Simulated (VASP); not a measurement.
# Li (Im-3m) in VASP: a series of runs

One crystal, Li, is run at these levels: PBE, LDA; tasks: single point.

Program: VASP 6.6.1. These are calculated values, not measurements. Logs are shortened: lines on timing, memory, paths and dates and some standing lists are left out, and cuts for length are marked.

## (1) The crystal as given

It takes space group Im-3m (No. 229, cubic). Conventional cell: a = 3.509 Å, b = 3.509 Å, c = 3.509 Å, α = 90.00°, β = 90.00°, γ = 90.00°. Around Li (site symmetry m-3m) lie 8 Li at 3.04 Å.

## (2) Single point, PBE

run.py reads:

```python
from ase import Atoms
from ase.calculators.vasp import Vasp
from ase.dft.bandgap import bandgap

atoms = Atoms(
    ['Li'],
    cell=[[-1.75465, 1.75465, 1.75465], [1.75465, -1.75465, 1.75465], [1.75465, 1.75465, -1.75465]],
    scaled_positions=[[0.0, 0.0, 0.0]],
    pbc=True,
)
calc = Vasp(
    directory='calc',
    xc='pbe',
    pp='PBE',
    setups='recommended',
    pp_version='54',
    prec='Accurate',
    encut=520,
    ediff=1e-07,
    ismear=0,
    sigma=0.02,
    lreal=False,
    lasph=True,
    nelm=60,
    algo='Normal',
    isif=2,
    lwave=False,
    lcharg=False,
    kpts=[11, 11, 11],
    gamma=True,
    nbands=8,
)
atoms.calc = calc

print('energy (eV):', atoms.get_potential_energy())
print('free energy (eV):', atoms.get_potential_energy(force_consistent=True))
print('forces (eV/A):')
print(atoms.get_forces())
print('stress (eV/A^3, Voigt):', atoms.get_stress())
print('Fermi level (eV):', calc.get_fermi_level())
gap, top, bottom = bandgap(calc)
print('band gap (eV):', gap, 'from (spin, k, band)', top, 'to', bottom)
```

Potentials or basis: VASP PAW PBE potentials, release 54 (Li_sv).

On the command line:

```sh
python run.py
```

Standard output:

```text
energy (eV): -1.90392842
free energy (eV): -1.90407687
forces (eV/A):
[[-0.  0. -0.]]
stress (eV/A^3, Voigt): [ 0.0053833  0.0053833  0.0053833 -0.         0.        -0.       ]
Fermi level (eV): 0.44105236
band gap (eV): 0.0 from (spin, k, band) (None, None, None) to (None, None, None)
```

OUTCAR:

```text
ENCUT = 520.000000
   EDIFF = 1.00e-07
   GGA = PE
   PREC = Accurate
   ISIF = 2
   ISMEAR = 0
   NELM = 60
   LASPH = .TRUE.
   LREAL = .FALSE.

 ion  position               nearest neighbor table
   1  0.000  0.000  0.000-

  LATTYP: Found a body centered cubic cell.
 ALAT       =     3.5093000000

  Lattice vectors:

 A1 = (  -1.7546500000,   1.7546500000,   1.7546500000)
 A2 = (   1.7546500000,  -1.7546500000,   1.7546500000)
 A3 = (   1.7546500000,   1.7546500000,  -1.7546500000)

Analysis of symmetry for initial positions (statically):
=====================================================================
 Subroutine PRICEL returns:
 Original cell was already a primitive cell.

 Routine SETGRP: Setting up the symmetry group for a
 body centered cubic supercell.

 Subroutine GETGRP returns: Found 48 space group operations
 (whereof 48 operations were pure point group operations)
 out of a pool of 48 trial point group operations.

The static configuration has the point symmetry O_h .

Analysis of symmetry for dynamics (positions and initial velocities):
=====================================================================
 Subroutine PRICEL returns:
 Original cell was already a primitive cell.

 Routine SETGRP: Setting up the symmetry group for a
 body centered cubic supercell.

 Subroutine GETGRP returns: Found 48 space group operations
 (whereof 48 operations were pure point group operations)
 out of a pool of 48 trial point group operations.

The dynamic configuration has the point symmetry O_h .

 Subroutine INISYM returns: Found 48 space group operations
 (whereof 48 operations are pure point group operations),
 and found     1 'primitive' translations

----------------------------------------------------------------------------------------

                                     Primitive cell

  volume of cell :      21.6088

  direct lattice vectors                    reciprocal lattice vectors
    -1.754650000  1.754650000  1.754650000     0.000000000  0.284957114  0.284957114
     1.754650000 -1.754650000  1.754650000     0.284957114  0.000000000  0.284957114
     1.754650000  1.754650000 -1.754650000     0.284957114  0.284957114  0.000000000

  length of vectors
     3.039142950  3.039142950  3.039142950     0.402990215  0.402990215  0.402990215

  position of ions in fractional coordinates (direct lattice)
     0.000000000  0.000000000  0.000000000

  ion indices of the primitive-cell ions
   primitive index   ion index
                 1           1

----------------------------------------------------------------------------------------

 KPOINTS: KPOINTS created by Atomic Simulation Env

Automatic generation of k-mesh.
 Grid dimensions read from file:
 generate k-points for:   11   11   11

 Generating k-lattice:

  Cartesian coordinates                     Fractional coordinates (reciprocal lattice)
     0.000000000  0.025905192  0.025905192     0.090909091  0.000000000  0.000000000
     0.025905192  0.000000000  0.025905192     0.000000000  0.090909091  0.000000000
     0.025905192  0.025905192  0.000000000     0.000000000  0.000000000  0.090909091

  Length of vectors
     0.036635474  0.036635474  0.036635474

  Shift w.r.t. Gamma in fractional coordinates (k-lattice)
     0.000000000  0.000000000  0.000000000

 Subroutine IBZKPT returns following result:
 ===========================================

 Found     56 irreducible k-points:

 Following reciprocal coordinates:
            Coordinates               Weight
  0.000000  0.000000  0.000000      1.000000
  0.090909  0.000000  0.000000     12.000000
  0.181818  0.000000  0.000000     12.000000
  0.272727  0.000000  0.000000     12.000000
  0.363636  0.000000  0.000000     12.000000
  0.454545  0.000000  0.000000     12.000000
[... 42 lines left out ...]
 -0.363636  0.363636  0.272727     24.000000
 -0.454545  0.454545  0.272727     24.000000
 [... further k-points ...]
   k-points           NKPTS =     56   k-points in BZ     NKDIM =     56   number of bands    NBANDS=      8
   number of dos      NEDOS =    301   number of ions     NIONS =      1
   total plane-waves  NPLWV =  13824
   dimension x,y,z NGX =    24 NGY =   24 NGZ =   24
   dimension x,y,z NGXF=    48 NGYF=   48 NGZF=   48
   ions per type =               1
   NGX,Y,Z   is equivalent  to a cutoff of  13.13, 13.13, 13.13 a.u.
   NGXF,Y,Z  is equivalent  to a cutoff of  26.26, 26.26, 26.26 a.u.
 SYSTEM =  unknown system
   PREC   = accura    normal or accurate (medium, high low for compatibility)
   ISTART =      0    job   : 0-new  1-cont  2-samecut
   ICHARG =      2    charge: 1-file 2-atom 10-const
   ISPIN  =      1    spin polarized calculation?
   LNONCOLLINEAR =      F non collinear calculations
   LSORBIT =      F    spin-orbit coupling
   LASPH  =      T    aspherical Exc in radial PAW
   ENCUT  =  520.0 eV  38.22 Ry    6.18 a.u.   5.65  5.65  5.65*2*pi/ulx,y,z
   NELM   =     60;   NELMIN=  2; NELMDL= -5     # of ELM steps
   EDIFF  = 0.1E-06   stopping-criterion for ELM
   LREAL  =      F    real-space projection
   EDIFFG = 0.1E-05   stopping-criterion for IOM
   NSW    =      0    number of steps for IOM
   IBRION =     -1    ionic relax: 0-MD 1-quasi-New 2-CG
   NFREE  =      0    steps in history (QN), initial steepest desc. (CG)
   ISIF   =      2    stress and relaxation
   ISYM   =      2    0-nonsym 1-usesym 2-fastsym
   POTIM  = 0.5000    time-step for ionic-motion
   TEBEG  =    0.0;   TEEND  =   0.0 temperature during run
   PSTRESS=    0.0 pullay stress
   NELECT =       3.0000    total number of electrons
   NUPDOWN=      -1.0000    fix difference up-down
   EMIN   =  10.00;   EMAX   =-10.00  energy-range for DOS
   EFERMI =   0.00;   METHOD = LEGACY
   ISMEAR =     0;   SIGMA  =   0.02  broadening in eV -4-tet -1-fermi 0-gaus
   EFERMI_NEDOS =   21; number of points for ismear=-14 and -15
   IALGO  =     38    algorithm
   IMIX   =      4    mixing-type and parameters
     AMIX     =   0.40;   BMIX     =  1.00
     AMIX_MAG =   1.60;   BMIX_MAG =  1.00
  volume/ion in A,a.u.               =      21.61       145.82
  Fermi-wavevector in a.u.,A,eV,Ry     =   0.847692  1.601906  9.776898  0.718582
  Thomas-Fermi vector in A             =   1.963238
   LORBIT       =      0    0 simple, 1 ext, 2 COOP (PROOUT), +10 PAW based schemes
   GGA     = PE    functional components
   LHFCALC =     F    Hartree Fock is set to
   AEXX    =    0.0000 exact exchange contribution
   IVDW    =     0    specifies the selected vdW correction
   LEPSILON=     F    determine dielectric tensor
   LRPA    =     F    only Hartree local field effects (RPA)
 non-spin polarized calculation
 Gauss-broadening in eV      SIGMA  =   0.02
  energy-cutoff  :      520.00
  volume of cell :       21.61
 maximum number of plane-waves:       603
   NGX = 11   NGY = 11   NGZ = 11

 number of electron       2.9999991 magnetization

 Free energy of the ion-electron system (eV)
  ---------------------------------------------------
  ext. energy  EPLUGINS =         0.00000000
  ---------------------------------------------------
  free energy    TOTEN  =        -1.90407687 eV

  energy without entropy =       -1.90377997  energy(sigma->0) =       -1.90392842

 E-fermi :   0.4411     XC(G=0):  -6.8905

 val. band max:        0.4292381507   @ k =  -0.3636   0.4545   0.0909
 cond. band min:       0.4716203108   @ k =   0.4545   0.0000   0.0000
 fundamental gap:      0.0423821601
 Fermi energy:         0.4410523562

 k-point     1 :       0.0000    0.0000    0.0000
  band No.  band energies     occupation
      1     -46.1878      2.00000
      2      -3.0246      2.00000
      3      14.4009      0.00000
      4      14.4009      0.00000
      5      14.4009      0.00000
      6      19.0434      0.00000
      7      19.0434      0.00000
      8      19.0435      0.00000
[... 419 lines left out ...]
 k-point    40 :       0.2727    0.2727    0.1818
  band No.  band energies     occupation
      1     -46.1715      2.00000
      2       3.2438      0.00000
      3       3.2438      0.00000
      4       4.7636      0.00000
      5       8.4571      0.00000
      6      21.9430      0.00000
      7      23.1331      0.00000
      8      23.1331      0.00000

 [... further k-points ...]
[... 5 lines left out ...]
  --------------------------------------------------------------------------------------
  -------------------------------------------------------------------------------------
  Total       -0.1163268     -0.1163268     -0.1163268      0.0000000      0.0000000     -0.0000000
  in kB       -8.6249917     -8.6249917     -8.6249917      0.0000000      0.0000000     -0.0000000
  external PRESSURE =      -8.6249917 kB  Pullay stress =       0.0000000 kB

 VOLUME and BASIS-vectors are now :
 -----------------------------------------------------------------------------
  energy-cutoff  :      520.00
  volume of cell :       21.61
      direct lattice vectors                 reciprocal lattice vectors
    -1.754650000  1.754650000  1.754650000     0.000000000  0.284957114  0.284957114
     1.754650000 -1.754650000  1.754650000     0.284957114  0.000000000  0.284957114
     1.754650000  1.754650000 -1.754650000     0.284957114  0.284957114  0.000000000

 POSITION                                       TOTAL-FORCE (eV/Angst)
 -----------------------------------------------------------------------------------
      0.00000      0.00000      0.00000        -0.000000      0.000000     -0.000000
 -----------------------------------------------------------------------------------
    total drift:                                0.000000      0.000000     -0.000000

  FREE ENERGIE OF THE ION-ELECTRON SYSTEM (eV)
  ---------------------------------------------------
  free  energy   TOTEN  =        -1.9040768699 eV

  energy  without entropy=       -1.9037799687  energy(sigma->0) =       -1.90392842
```

INCAR:

```text
ENCUT = 520.000000
SIGMA = 0.020000
EDIFF = 1.00e-07
ALGO = Normal
GGA = PE
PREC = Accurate
ISIF = 2
ISMEAR = 0
NBANDS = 8
NELM = 60
LASPH = .TRUE.
LCHARG = .FALSE.
LWAVE = .FALSE.
LREAL = .FALSE.
```

Wall time 8 s (1 thread of Intel Xeon Platinum 8488C (Sapphire Rapids), shared host); peak memory 0.13 GiB.

What came out:

```
Free energy            : -1.9041 eV
Band gap on the k mesh : none (metal or under the smearing width)
```

Caveat: the cutoff is under 1.25 times the usual one of these potentials, so pressure, stress and relaxed cells hold a basis-set (Pulay) error.

[end of part 1 of 2]
